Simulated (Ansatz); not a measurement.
Ansatz input

```yaml
crystal:
  lattice:
    - [2.3966967045, 0.0, 0.0]
    - [-1.1983483522, 2.0756002312, 0.0]
    - [0.0, 0.0, 7.7731508665]
  atoms:
    - { symbol: Mn, position: [1.0, 1.0, 0.0], spin: 0.802 }
    - { symbol: Mn, position: [1.0, 1.0, 0.5], spin: 0.802 }
    - { symbol: Mn, position: [0.3333333333, 0.6666666667, 0.25], spin: -0.714 }
    - { symbol: Mn, position: [0.6666666667, 0.3333333333, 0.75], spin: -0.714 }
hamiltonian:
  xc: revpbe
  pseudopotentials:
    kind: paw
    azcp:
      Mn: "pseudopotentials/Mn.paw.azcp"
basis:
  ecutwfc: 420
  fft_grid_basis: typed
kpoints:
  mp_grid: { grid: [16, 16, 5], shift: [0, 0, 0] }
magnetization:
  spin_polarized: true
scf:
  occupations: { method: fermi_dirac, width: 0.05 }
  lower_state_search: "off"
output:
  stress: true
```

Terminal output

```
Engine: ansatz 0.2.0, aarch64-unknown-linux-gnu
Pseudopotentials: kind: paw
Pseudopotential: Mn, paw, valence charge 15, recommended cutoff 420 eV (normal) 
Functional definition: revPBE
  parameter kappa = 1.245
  parameter beta = 0.06672455060314922
  exchange = pbe_x(kappa = kappa, mu = beta*pi^2/3)
  correlation = pbe_c(beta = beta)
Crystal: 4 atoms, lattice volume = 38.668 Å³
Basis set: ecut = 420 eV, 727 PW (Γ)
Bands: 38, of which v1, the nominal top of the filled ones, is band 30 counted from 1 (29 counted from 0)
Symmetry: 24 space group operations
Space group: P63/mmc (ITA 194), of the structure as read, at distance tolerance 3.4e-5 Å
Magnetic group: BNS 194.263 (UNI 1493), of the structure as read, at distance tolerance 3.4e-5 Å
k-points: 90 of 1280
Non-local potential: Mn, projectors of the file, l = 0: 3, l = 1: 2, l = 2: 3, l = 3: 1
PAW form: soft (Blöchl's): semilocal exchange-correlation on the pseudo side does not see the compensation charge
PAW frozen core: Mn, regenerated for the run's functional, and the local potential with it (the file was generated under x = pbe(κ = 0.804, μ = 0.2195149727645171), c = pbe(β = 0.06672455060314922))
PAW one-centre angular grid: Mn, 590 points (default); XC on 64 Gauss nodes
Initial density: superposition of atomic densities (chi_scale 0.1, normalization cell)
Starting moments: Σ|m| = 3.032 μB on 4 of 4 sites
Initial wavefunctions: pseudopotential atomic-orbital guess
Functional: x = revpbe(κ = 1.245, μ = 0.2195149727645171), c = pbe(β = 0.06672455060314922)
SCF iter   1: F=—  HF=-15608.933550 eV  |F-HF|=—  |Δ(HF+E_count)|=         —  Δρ=7.57e-2 (↑7.57e-2 ↓7.32e-2)  dr2=4.75e0  dr2_m=3.49e-1  M=0.078 μB ∫|m|=1.875 μB  β_m=0.30  ethr=3.10e-3  ⟨swp⟩=4.8  Hψ=21574  notcnv=0
SCF iter   2: F=—  HF=-15607.921215 eV  |F-HF|=—  |Δ(HF+E_count)|=    1.01e0  Δρ=4.05e-2 (↑4.05e-2 ↓3.43e-2)  dr2=1.06e0  dr2_m=1.65e-1  M=0.048 μB ∫|m|=1.885 μB  β_m=0.30  ethr=3.10e-3  ⟨swp⟩=3.0  Hψ=12333  notcnv=0  defer=194
SCF iter   3: F=—  HF=-15607.754840 eV  |F-HF|=—  |Δ(HF+E_count)|=   1.66e-1  Δρ=5.31e-2 (↑2.53e-2 ↓5.31e-2)  dr2=2.94e0  dr2_m=8.09e-2  M=0.090 μB ∫|m|=1.875 μB  β_m=0.30  ethr=1.77e-3  ⟨swp⟩=3.0  Hψ=11021  notcnv=0  defer=190
SCF iter   4: F=—  HF=-15607.658192 eV  |F-HF|=—  |Δ(HF+E_count)|=   9.66e-2  Δρ=2.24e-2 (↑2.24e-2 ↓9.58e-3)  dr2=1.81e-1  dr2_m=5.79e-2  M=0.038 μB ∫|m|=1.810 μB  β_m=0.30  ethr=1.77e-3  ⟨swp⟩=2.3  Hψ=9268  notcnv=0  defer=159
SCF iter   5: F=—  HF=-15607.668692 eV  |F-HF|=—  |Δ(HF+E_count)|=   1.05e-2  Δρ=1.18e-2 (↑1.02e-2 ↓1.18e-2)  dr2=2.67e-3  dr2_m=4.25e-2  M=0.051 μB ∫|m|=1.744 μB  β_m=0.30  ethr=3.02e-4  ⟨swp⟩=3.0  Hψ=11509  notcnv=0  defer=156
SCF iter   6: F=—  HF=-15607.677434 eV  |F-HF|=—  |Δ(HF+E_count)|=   8.74e-3  Δρ=9.88e-3 (↑9.88e-3 ↓9.69e-3)  dr2=1.05e-3  dr2_m=3.35e-2  M=0.050 μB ∫|m|=1.680 μB  β_m=0.30  ethr=4.44e-6  ⟨swp⟩=2.2  Hψ=12015  notcnv=0  defer=156
...
iter 28 did not close the SCF: its close was put off for a magnetic moment that had not settled (scf_convergence_deferred on its scf_iter line)
SCF iter  28: F=-15607.711457 eV  HF=-15607.711457 eV  |F-HF|=8.04e-10  |Δ(HF+E_count)|=   1.89e-8  Δρ=2.84e-6 (↑2.33e-6 ↓2.84e-6)  dr2=2.58e-9  dr2_m=1.40e-9  M=0.000 μB ∫|m|=0.000 μB  β_m=0.65  ethr=1.67e-10  ⟨swp⟩=4.0  Hψ=21197  notcnv=0
iter 29 did not close the SCF: its close was put off for a magnetic moment that had not settled (scf_convergence_deferred on its scf_iter line)
SCF iter  29: F=-15607.711457 eV  HF=-15607.711457 eV  |F-HF|=2.62e-10  |Δ(HF+E_count)|=   1.36e-9  Δρ=1.59e-6 (↑1.59e-6 ↓1.13e-6)  dr2=7.58e-10  dr2_m=3.74e-10  M=0.000 μB ∫|m|=0.000 μB  β_m=0.69  ethr=4.29e-12  ⟨swp⟩=1.9  Hψ=20423  notcnv=0
SCF iter  30: F=-15607.711457 eV  HF=-15607.711457 eV  |F-HF|=2.07e-10  |Δ(HF+E_count)|=  5.15e-10  Δρ=6.68e-7 (↑6.68e-7 ↓4.98e-7)  dr2=2.59e-10  dr2_m=4.46e-11  M=-0.000 μB ∫|m|=0.000 μB  ethr=1.26e-12  ⟨swp⟩=1.9  Hψ=19924  notcnv=0
WARN: the starting moments were not kept: the SCF closed with an absolute magnetisation of 7.1e-5 μB, where they sum to 3.032 μB in size (4 sites). That is at most 0.1 of that sum. Measured as dr2_m measures the in/out step, that magnetisation stands 1.8e-9 eV from none, at or under the dr2_threshold of 1.0e-7 eV: it is no larger than a step whose dr2_m would equal this threshold. The system may hold no moment; this SCF shows only that its start led to no more than that. To try another start: raise the starting moments (crystal.atoms[].spin, magnetization.per_species, magnetization.initial_magnetization, or on a non-collinear deck that types none of these the spinor_matrix: blocks that start its atoms; where the total moment is fixed, keep their sum and leave initial_magnetization as it is; typed ones take the place of any that the run laid by itself, positive ones on a crystal's lanthanoids without a Hubbard term where scf.initial_density.shell_occupations: [] is typed) or, if the notice of its spin-set hold's release reads "site moments contracting" or "site moments show no strong build", lengthen the hold (scf.mixing.spin_hold: { on: { confirm: 4 } }; for m-r²SCAN on two components see the key's manual first). Each may lead to a state that holds a moment. A second SCF, from the converged charge density, with the starting moments and any scf.initial_density.shell_occupations laid on it anew, would have followed, and was not run: the deck does not ask for one (magnetization.retry_lost_moments is false, the default). To let it run, set magnetization.retry_lost_moments: true and run the deck again, where that key's refused combinations let it; where memory then withholds it, that run's warning says so.
SCF 1 converged in 30 iterations: F = -15607.711457 eV  dr2 = 2.59e-10
SCF converged after 30 iterations
Magnetization: -0.0000 μB (30.0000 up, 30.0000 down)
Absolute magnetization: 0.0001 μB (∫|ρ↑−ρ↓|, with the PAW one-centre terms)
Spin contamination: 0.0000 ħ² per cell (⟨S²⟩ above its minimum at these occupations)
Per-site moments (μB) at R_I (Å): [(-1.927240985448149e-5, 0.9840598404001127), (-1.9272409854383286e-5, 0.9840598404001127), (1.4760469460456863e-5, 0.9840598404001127), (1.476046946044036e-5, 0.9840598404001127)]
Free energy (F): -15607.711457 eV
Harris-Foulkes:  -15607.711457 eV  (|F-HF|=2.07e-10)
Internal energy: -15607.676004 eV  (E = F + TS)
E sigma→0 (E₀):  -15607.693730 eV
Entropy (-TS):   -0.035453 eV (-8.863 meV/atom)
Fermi energy:    23.005811 eV
--- Per-component energies (eV) ---
  E_band       = -475.550086
  E_kinetic    = 1248.953268
  E_local      = -5795.388366  (includes V_loc(G=0)·N_el)
  E_nonlocal   = 941.657552
  E_hartree    = 2449.096884
  E_xc         = -469.112541
  E_vxc        = -601.225257  (∫ρ·V_xc dr)
  E_paw        = -5197.362810  (= ΣΔE_a)
  E_vpaw       = -1167.740381  (= ΣTr[D̂ρ^β])
  E_aug_tail   = -0.000042  (compensation charges beyond the density's cutoff)
  E_ewald      = -8785.377822
  E_core_change = -0.142127  (= ΣΔE_core)
  E_smearing   = -0.035453  (= −TS)
  E_closure    = -0.000000  (closes the sum)
  Σ components = -15607.711457   (vs F -15607.711457, Δ=0.00e0)
--- Stress (GPa, compression-positive) ---
       41.164561      -0.000000       0.000000
        0.000000      41.164561      -0.000000
        0.000000      -0.000000      39.375695
  P = ⅓ Tr σ = 40.5683 GPa (405.683 kbar)
```
